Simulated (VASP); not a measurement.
GaN, 4 atoms in the cell. It takes space group P6_3mc (No. 186, hexagonal). Conventional cell: a = 3.205 Å, b = 3.205 Å, c = 5.140 Å, α = 90.00°, β = 90.00°, γ = 120.00°. Around Ga (site symmetry 3m) lie 4 N at 1.95 to 1.96 Å. N (site symmetry 3m) is surrounded by 4 Ga at 1.95 to 1.96 Å. The cell is a database's computed one.

| Item | Value |
| --- | --- |
| Program | VASP 6.6.1 |
| Task | relaxation of cell and atoms |
| Functional | PBEsol |
| Potentials or basis | VASP PAW PBE potentials, release 64 (Ga_d, N) |
| Cutoff | 600 eV |
| k mesh | 3 × 3 × 2 |
| Occupations | gaussian, width 0.02 eV |
| Spin | no spin polarisation |
| Further INCAR settings | ALGO = Normal; EDIFF = 1e-06; IBRION = 2; EDIFFG = -0.01; NSW = 40; ISIF = 3 |

Potentials or basis: VASP PAW PBE potentials, release 64 (Ga_d, N).

The run is started by

```sh
$ cat potpaw_PBE.64/Ga_d/POTCAR potpaw_PBE.64/N/POTCAR > POTCAR
$ mpirun -np 1 vasp_std > vasp.out
```

Hardware: 1 thread of AMD EPYC 7R13 Processor (Zen 3) (shared host).

Estimate the wall time of this run.

Wall time 37 s on 1 thread of AMD EPYC 7R13 Processor (Zen 3), on a shared host, peak memory 0.15 GiB. Counts: scf iterations 43, k points 6, ion steps 6.
